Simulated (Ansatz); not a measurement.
## BeSe: levels along high-symmetry lines

```yaml
crystal:
  lattice:
    - [0.00000, 2.53500, 2.53500]
    - [2.53500, 0.00000, 2.53500]
    - [2.53500, 2.53500, 0.00000]
  atoms:
    - { symbol: Be, position: [0.00000, 0.00000, 0.00000] }
    - { symbol: Se, position: [0.75000, 0.75000, 0.75000] }
```

Atoms are numbered in the order listed.

The cell is COD entry 9008837, as deposited and not checked against the literature; nothing was relaxed. It differs from other determinations.

The calculation used DFT, PBEsol, all-electron LAPW, scalar-relativistic in Ansatz 0.2.0.

Sampling and basis: a Γ-centred 10×10×10 k mesh, Fermi–Dirac smearing of 0.03 eV, basis error target 0.5 meV/atom, no spin polarisation.

Points in fractions of the reciprocal vectors of this cell: Γ (0, 0, 0), X (-0.5, -0.5, 0), U (-0.375, -0.375, 0.25), K (-0.375, 0, 0.375), L (0, 0, 0.5), W (-0.5, -0.25, 0.25). The path joins them by straight lines in the order Γ–X–U–K–Γ–L–W–X; legs that retrace an earlier one aren't tabulated. Energies are in eV from the top of the valence band.

**Question.** Metal or insulator at this level of theory?

**Answer.** An insulator or semiconductor: gap 2.39 eV, indirect from Γ to X (-0.5, -0.5, 0).

**Question.** Tabulate bands 12 to 16, counted from the lowest band of the run, along the path.

**Answer.** 
| k (1/Å) | point | band 12 | band 13 | band 14 | band 15 | band 16 |
| --- | --- | --- | --- | --- | --- | --- |
| 0.00 | Γ | 0.00 | 0.00 | 0.00 | 4.54 | 4.98 |
| 0.18 |  | -0.45 | -0.25 | -0.25 | 4.61 | 5.28 |
| 0.35 |  | -1.42 | -0.82 | -0.82 | 4.33 | 6.14 |
| 0.53 |  | -2.52 | -1.46 | -1.46 | 3.90 | 6.17 |
| 0.71 |  | -3.57 | -2.03 | -2.03 | 3.40 | 5.33 |
| 0.89 |  | -4.46 | -2.47 | -2.47 | 2.91 | 4.62 |
| 1.06 |  | -5.10 | -2.74 | -2.74 | 2.53 | 4.23 |
| 1.24 | X | -5.33 | -2.83 | -2.83 | 2.39 | 4.11 |
| 1.30 |  | -5.32 | -2.89 | -2.82 | 2.44 | 4.15 |
| 1.36 |  | -5.29 | -3.04 | -2.79 | 2.60 | 4.31 |
| 1.43 |  | -5.24 | -3.27 | -2.74 | 2.80 | 4.58 |
| 1.49 |  | -5.17 | -3.54 | -2.67 | 3.01 | 4.98 |
| 1.55 |  | -5.08 | -3.82 | -2.59 | 3.21 | 5.51 |
| 1.61 |  | -4.98 | -4.09 | -2.48 | 3.41 | 6.13 |
| 1.68 | U | -4.87 | -4.31 | -2.37 | 3.60 | 6.83 |
| 1.79 |  | -4.85 | -4.31 | -2.42 | 3.90 | 7.22 |
| 1.89 |  | -4.89 | -4.16 | -2.63 | 4.56 | 7.50 |
| 2.00 |  | -4.92 | -3.98 | -2.84 | 5.44 | 6.70 |
| 2.11 |  | -4.92 | -3.98 | -2.84 | 5.44 | 6.70 |
| 2.22 |  | -4.89 | -4.16 | -2.63 | 4.56 | 7.50 |
| 2.33 |  | -4.85 | -4.31 | -2.42 | 3.90 | 7.22 |
| 2.44 | K | -4.87 | -4.31 | -2.37 | 3.60 | 6.83 |
| 2.62 |  | -4.90 | -4.24 | -1.93 | 4.19 | 8.63 |
| 2.81 |  | -4.84 | -3.59 | -1.41 | 4.83 | 7.49 |
| 3.00 |  | -4.27 | -2.78 | -0.89 | 5.33 | 6.57 |
| 3.19 |  | -3.29 | -1.89 | -0.46 | 5.30 | 5.86 |
| 3.38 |  | -2.01 | -1.00 | -0.18 | 4.95 | 5.37 |
| 3.56 |  | -0.69 | -0.29 | -0.04 | 4.68 | 5.08 |
| 3.75 | Γ | 0.00 | 0.00 | 0.00 | 4.54 | 4.98 |
| 3.90 |  | -0.54 | -0.08 | -0.08 | 4.63 | 5.12 |
| 4.06 |  | -1.70 | -0.29 | -0.29 | 4.62 | 5.44 |
| 4.21 |  | -2.97 | -0.54 | -0.54 | 4.57 | 5.79 |
| 4.36 |  | -4.16 | -0.79 | -0.79 | 4.52 | 5.99 |
| 4.52 |  | -5.14 | -0.98 | -0.98 | 4.46 | 6.01 |
| 4.67 |  | -5.80 | -1.10 | -1.10 | 4.43 | 5.96 |
| 4.82 | L | -6.03 | -1.14 | -1.14 | 4.42 | 5.93 |
| 4.95 |  | -5.99 | -1.39 | -1.22 | 4.64 | 5.84 |
| 5.07 |  | -5.86 | -1.98 | -1.44 | 5.04 | 5.69 |
| 5.20 |  | -5.65 | -2.68 | -1.79 | 5.32 | 5.66 |
| 5.32 |  | -5.36 | -3.34 | -2.24 | 5.47 | 5.91 |
| 5.45 |  | -5.01 | -3.85 | -2.75 | 5.67 | 6.28 |
| 5.58 |  | -4.69 | -4.12 | -3.25 | 5.93 | 6.73 |
| 5.70 | W | -4.59 | -4.08 | -3.55 | 6.07 | 7.22 |
| 5.79 |  | -4.69 | -3.97 | -3.52 | 5.54 | 6.83 |
| 5.88 |  | -4.85 | -3.73 | -3.43 | 4.75 | 6.13 |
| 5.97 |  | -5.02 | -3.47 | -3.30 | 4.00 | 5.48 |
| 6.05 |  | -5.15 | -3.23 | -3.14 | 3.35 | 4.91 |
| 6.14 |  | -5.25 | -3.02 | -2.99 | 2.83 | 4.48 |
| 6.23 |  | -5.31 | -2.88 | -2.87 | 2.50 | 4.20 |
| 6.32 | X | -5.33 | -2.83 | -2.83 | 2.39 | 4.11 |
